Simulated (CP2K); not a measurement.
# InP (F-43m) in CP2K: atomic charges with TPSS

Aim: the atomic charges of InP with TPSS.

All numbers are computed with CP2K 2026.2; they aren't measurements. Logs are shortened: lines on timing, memory, paths and dates and some standing lists are left out, and cuts for length are marked.

**Experimental background.**

A printed reference work, data compilation reports, for a bulk crystal of InP at 1.6 K: band gap 1.4236 eV (direct).

The runs below are set against these values where they give the same quantity.

## (1) Starting point

It takes space group F-43m (No. 216, cubic). Conventional cell: a = 5.861 Å, b = 5.861 Å, c = 5.861 Å, α = 90.00°, β = 90.00°, γ = 90.00°. In (site symmetry -43m) is surrounded by 4 P at 2.54 Å. P (site symmetry -43m) has 4 In at 2.54 Å as nearest neighbours.

## (2) Atomic charges, TPSS

Contents of inp_charges.inp:

```
&GLOBAL
  PROJECT inp_charges
  RUN_TYPE ENERGY_FORCE
  PRINT_LEVEL LOW
&END GLOBAL
&FORCE_EVAL
  METHOD QS
  STRESS_TENSOR ANALYTICAL
  &DFT
    BASIS_SET_FILE_NAME BASIS_MOLOPT_UZH
    POTENTIAL_FILE_NAME POTENTIAL_UZH
    &MGRID
      CUTOFF 675
      REL_CUTOFF 60
      NGRIDS 4
    &END MGRID
    &QS
      METHOD GPW
      EPS_DEFAULT 1.0E-9
    &END QS
    &KPOINTS
      SCHEME MONKHORST-PACK 8 8 8
      GAMMA_CENTERED T
      SYMMETRY T
      SYMMETRY_BACKEND SPGLIB
    &END KPOINTS
    &SCF
      SCF_GUESS ATOMIC
      EPS_SCF 1.0E-6
      MAX_SCF 100
      ADDED_MOS 10
      CHOLESKY OFF
      EPS_EIGVAL 1.0E-7
      &DIAGONALIZATION ON
        ALGORITHM STANDARD
      &END DIAGONALIZATION
      &MIXING ON
        METHOD BROYDEN_MIXING
        ALPHA 0.4
        BETA 1.5
        NBUFFER 8
      &END MIXING
      &SMEAR ON
        METHOD FERMI_DIRAC
        ELECTRONIC_TEMPERATURE [K] 580.226
      &END SMEAR
    &END SCF
    &XC
      &XC_FUNCTIONAL
        &MGGA_X_TPSS
        &END MGGA_X_TPSS
        &MGGA_C_TPSS
        &END MGGA_C_TPSS
      &END XC_FUNCTIONAL
    &END XC
    &PRINT
      &KPOINTS ON
      &END KPOINTS
      &MULLIKEN ON
      &END MULLIKEN
      &MO ON
        ENERGIES T
        OCCUPATION_NUMBERS T
        &EACH
          QS_SCF 0
        &END EACH
        ADD_LAST NUMERIC
      &END MO
      &LOWDIN ON
      &END LOWDIN
      &HIRSHFELD ON
        SHAPE_FUNCTION DENSITY
      &END HIRSHFELD
      &VORONOI ON
        VORONOI_RADII COVALENT
      &END VORONOI
      &E_DENSITY_CUBE ON
        STRIDE 2
      &END E_DENSITY_CUBE
      &V_HARTREE_CUBE ON
        STRIDE 2
      &END V_HARTREE_CUBE
      &ELF_CUBE ON
        STRIDE 2
      &END ELF_CUBE
    &END PRINT
  &END DFT
  &SUBSYS
    &CELL
      ABC 4.1443528445 4.1443528445 4.1443528445
      ALPHA_BETA_GAMMA 59.9999999996 59.9999999995 59.9999999995
      PERIODIC XYZ
    &END CELL
    &COORD
      In  0.0000000000 0.0000000000 0.0000000000
      P   6.2165292668 3.5891148456 2.5378874458
    &END COORD
    &KIND In
      BASIS_SET TZVP-MOLOPT-PBE-GTH-q13
      POTENTIAL GTH-PBE-q13
    &END KIND
    &KIND P
      BASIS_SET TZVP-MOLOPT-PBE-GTH-q5
      POTENTIAL GTH-PBE-q5
    &END KIND
    &PRINT
      &ATOMIC_COORDINATES ON
      &END ATOMIC_COORDINATES
      &CELL ON
      &END CELL
    &END PRINT
  &END SUBSYS
  &PRINT
    &FORCES ON
    &END FORCES
    &STRESS_TENSOR ON
    &END STRESS_TENSOR
  &END PRINT
&END FORCE_EVAL
```

Potentials or basis: POTENTIAL_UZH In GTH-PBE-q13, P GTH-PBE-q5; TZVP-MOLOPT-PBE-GTH basis.

Started as:

```sh
> OMP_NUM_THREADS=1 cp2k.psmp -i inp_charges.inp -o inp_charges.out
```

inp_charges.out:

```text

 CP2K| version string:                                       CP2K version 2026.2
 CP2K| Input file name                                           inp_charges.inp

 GLOBAL| Force Environment number                                              1
 GLOBAL| Basis set file name                                    BASIS_MOLOPT_UZH
 GLOBAL| Potential file name                                       POTENTIAL_UZH
 GLOBAL| MM Potential file name                                     MM_POTENTIAL
 GLOBAL| Coordinate file name                                      __STD_INPUT__
 GLOBAL| Method name                                                        CP2K
 GLOBAL| Project name                                                inp_charges
 GLOBAL| Run type                                                   ENERGY_FORCE
 GLOBAL| FFT library                                                       FFTW3
 GLOBAL| Diagonalization library                                       ScaLAPACK
 GLOBAL| Cholesky decomposition library                                ScaLAPACK
 GLOBAL| DGEMM library                                                      BLAS
 GLOBAL| Direct generalized diagonalization requested                          F
 GLOBAL| Matrix multiplication library                                 ScaLAPACK
 GLOBAL| Global print level                                                  LOW
 GLOBAL| Total number of message passing processes                             1
 GLOBAL| Number of threads for this process                                    1
 GLOBAL| CPU model name                                                  UNKNOWN

 CELL| Volume [angstrom^3]:                                            50.333273
 CELL| Vector a [angstrom]:       4.144     0.000     0.000   |a| =     4.144353
 CELL| Vector b [angstrom]:       2.072     3.589     0.000   |b| =     4.144353
 CELL| Vector c [angstrom]:       2.072     1.196     3.384   |c| =     4.144353
 CELL| Angle (b,c), alpha [degree]:                                    60.000000
 CELL| Angle (a,c), beta  [degree]:                                    60.000000
 CELL| Angle (a,b), gamma [degree]:                                    60.000000
 CELL| Numerically orthorhombic:                                              NO
 CELL| Periodicity                                                           XYZ

 CELL_REF| Volume [angstrom^3]:                                        50.333273
 CELL_REF| Vector a [angstrom     4.144     0.000     0.000   |a| =     4.144353
 CELL_REF| Vector b [angstrom     2.072     3.589     0.000   |b| =     4.144353
 CELL_REF| Vector c [angstrom     2.072     1.196     3.384   |c| =     4.144353
 CELL_REF| Angle (b,c), alpha [degree]:                                60.000000
 CELL_REF| Angle (a,c), beta  [degree]:                                60.000000
 CELL_REF| Angle (a,b), gamma [degree]:                                60.000000
 CELL_REF| Numerically orthorhombic:                                          NO
 CELL_REF| Periodicity                                                       XYZ

[... 9 lines left out ...]

  Total number of            - Atomic kinds:                                   2
                             - Atoms:                                          2
                             - Shell sets:                                     2
                             - Shells:                                        17
[... 124 lines left out ...]
  Electronic entropic energy:                                  -0.00000015229807
  Fermi energy:                                                 0.19011282759460

  Total energy:                                               -62.80942245044218
  Total energy (extrapolated to T->0):                        -62.80942237429314

 MO| EIGENVALUES AND OCCUPATION NUMBERS FOR K POINT 1
 MO|
 MO|  Index      Eigenvalue [a.u.]        Eigenvalue [eV]             Occupation
 MO|      1              -0.350780              -9.545222               2.000000
 MO|      2              -0.345141              -9.391769               2.000000
 MO|      3              -0.345141              -9.391768               2.000000
 MO|      4              -0.340549              -9.266798               2.000000
 MO|      5              -0.340549              -9.266796               2.000000
 MO|      6              -0.207115              -5.635898               2.000000
[... 344 lines left out ...]
 MO|     18               0.758527              20.640578               0.000000
 MO|     19               0.800147              21.773102               0.000000
 MO| Sum:                                                              18.000000
 MO| E(Fermi):            0.190113 a.u.          5.173233 eV
 MO| Band gap:            0.176287 a.u.          4.797019 eV

 [... the levels of further k-points ...]

 The electron density is written in Cube    file format to the file:

 inp_charges-ELECTRON_DENSITY-1_0.cube

 !-----------------------------------------------------------------------------!
                     Mulliken Population Analysis

 #  Atom  Element  Kind  Atomic population                           Net charge
       1     In       1         12.500337                              0.499663
       2     P        2          5.499663                             -0.499663
 # Total charge                             18.000000                 -0.000000

 !-----------------------------------------------------------------------------!

 !-----------------------------------------------------------------------------!
                           Hirshfeld Charges

  #Atom  Element  Kind  Ref Charge     Population                    Net charge
      1       In     1      13.000         12.767                         0.233
      2       P      2       5.000          5.233                        -0.233

  Total Charge                                                           -0.000
 !-----------------------------------------------------------------------------!

 VORONOI| Collecting electron density from MPI ranks and sending to library...
 VORONOI| Voronoi integration finished.

 LOWDIN POPULATION ANALYSIS

 #  Atom  Element  Kind  Atomic population                           Net charge
       1     In       1         13.555333                             -0.555333
       2     P        2          4.444667                              0.555333
 # Total charge                             18.000000                 -0.000000

               ----- ELF is computed on the real space grid -----

 ELF is written in Cube    file format to the file:

 inp_charges-ELF_S1-1_0.cube

 ENERGY| Total FORCE_EVAL ( QS ) energy [hartree]            -62.809421808210153

 FORCES| Atomic forces [hartree/bohr]
 FORCES|   Atom     x               y               z               |f|
 FORCES|      1  5.58982165E-10 -4.68886593E-09  4.26530445E-09   6.36323400E-09
 FORCES|      2 -6.65963399E-10  4.49373186E-09 -4.43469825E-09   6.34851808E-09
 FORCES| Sum    -1.06981234E-10 -1.95134074E-10 -1.69393798E-10
 FORCES| Total atomic force                                       2.79672219E-10

 STRESS| Analytical stress tensor [bar]
 STRESS|                        x                   y                   z
 STRESS|      x        3.28823695678E+04  -7.17075879798E-02  -7.52143374826E-02
 STRESS|      y       -7.17075879798E-02   3.28825427500E+04  -1.79127918224E-02
 STRESS|      z       -7.52143374826E-02  -1.79127918224E-02   3.28826512787E+04
 STRESS| 1/3 Trace                                             3.28825211988E+04
 STRESS| Determinant                                           3.55545614598E+13

 STRESS| Eigenvectors and eigenvalues of the analytical stress tensor [bar]
 STRESS|                        1                   2                   3
 STRESS| Eigenvalues   3.28823255884E+04   3.28825679056E+04   3.28826701025E+04
 STRESS|      x           0.918355652181     -0.312487495347     -0.242846579881
 STRESS|      y           0.322200108038      0.946671539789      0.000293485561
 STRESS|      z           0.229804235141     -0.078514718398      0.970064664085
```

voronoi:

```text
 2
# Step        0,  Time       0.0000 fs
# Cell         4.1443528445        0.0000000000        0.0000000000        2.0721764223        3.5891148456        0.0000000000        2.0721764223        1.1963716152        3.3838499277
# Atom     Z              Radius         Position(X)         Position(Y)         Position(Z)      Voronoi_Volume              Z(eff)              Charge           Dipole(X)           Dipole(Y)           Dipole(Z)     ChargeCenter(X)     ChargeCenter(Y)     ChargeCenter(Z)      Quadrupole(XX)      Quadrupole(XY)      Quadrupole(XZ)      Quadrupole(YX)      Quadrupole(YY)      Quadrupole(YZ)      Quadrupole(ZX)      Quadrupole(ZY)      Quadrupole(ZZ)
     1    49        1.4400000000        0.0000000000        0.0000000000        0.0000000000       32.4384037536       13.0000000000       -0.2748853159        1.0271407309       -0.6459577550       -0.4760571985       -0.0007737473        0.0004866014        0.0003586149       -0.0378318510       -0.0000130008       -0.0000091942       -0.0000130008       -0.0378789170        0.0000158645       -0.0000091942        0.0000158645       -0.0379268204
     2    15        1.1100000000        6.2165292668        3.5891148456        2.5378874458       17.8948700047        5.0000000000        0.2748853421        0.2227905578       -0.2625194283       -0.2789415509       -0.0004715030        0.0005555832        0.0005903382       -0.0178934737        0.0000030315        0.0000021468        0.0000030315       -0.0178837996       -0.0000035594        0.0000021468       -0.0000035594       -0.0178748204
```

It took 2.5 min on 1 thread of Arm Neoverse V2, shared host; peak memory 0.46 GiB.

Results:

| Property | Result |
| --- | --- |
| Free energy | -1709.1313 eV |
| Pressure | 3.3 GPa |
| Band gap on the k mesh | 0.73 eV, direct |
| Mulliken charges | In +0.50; P -0.50 e |
| Hirshfeld charges | In +0.23; P -0.23 e |
| Voronoi charges | In -0.27; P +0.27 e |

Caveat: Mulliken charges move with the basis; the potentials were made for another functional, which shifts forces and pressure; spin-orbit coupling is left out, which moves the levels of the heavy elements; the basis of atomic orbitals isn't converged, which shifts pressures, moduli and gaps.

## (3) How close it comes

Step 2. Against the measured gap of InP, 1.4236 eV (direct; 1.6 K; a printed reference work, data compilation), the calculated 0.73 eV is off by -0.69 eV. Spin-orbit coupling on In is left out. The value is that of TPSS in an atomic basis (POTENTIAL_UZH In GTH-PBE-q13, P GTH-PBE-q5; TZVP-MOLOPT-PBE-GTH basis), whose error adds to the functional's,, without temperature or zero-point motion.
